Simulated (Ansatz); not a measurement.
# AlRu: strain energy, fitted

AlRu, Pm-3m, a = 2.982 Å. The structure is a Materials Project entry; whether it is the stable form wasn't checked. Ansatz: r2SCAN, PAW, 500 eV, Γ-centred 18×18×18 mesh on 2 atoms, Gaussian smearing 0.10 eV; no spin polarisation. Series: uniaxial strain along a, with b, c and atoms relaxed; x is the strain in per cent. y is the free energy over the unstrained cell, V0 = 13.265 Å³/atom.

| x (%) | y (meV/atom) |
| --- | --- |
| -4.5 | ? |
| -3.0 | 9.96 |
| -1.5 | 2.40 |
| 0.0 | 0.00 |
| 1.5 | 2.34 |
| 3.0 | 8.92 |
| 4.5 | 19.26 |

Task: Fit y = c2 x² + c3 x³ to the other rows, turn c2 into a modulus, and predict the missing energy.

Result: Least squares on the rows shown. y = 1.0459 x² − 0.020776 x³. In eV per unit strain² c2 is 10.46; this is Young's modulus along the axis (E = ½ Y V0 ε²): 2 × 10.46 × 160.2 / (13.265) = 253 GPa. The unstrained cell keeps some stress along the strain, worth a slope of 0.07 meV/atom per %, which the form leaves out. At x = -4.5 the fit asked for gives 23.07 meV/atom. The run gave 23.30 meV/atom, so the fit is 0.23 meV/atom too low, 0.99 % of the span of the series, against an rms of 0.04 meV/atom on the fitted rows. The row lies outside the fitted range. With a term in x⁴ added, a fit to the same known rows predicts 22.75 meV/atom, further off still.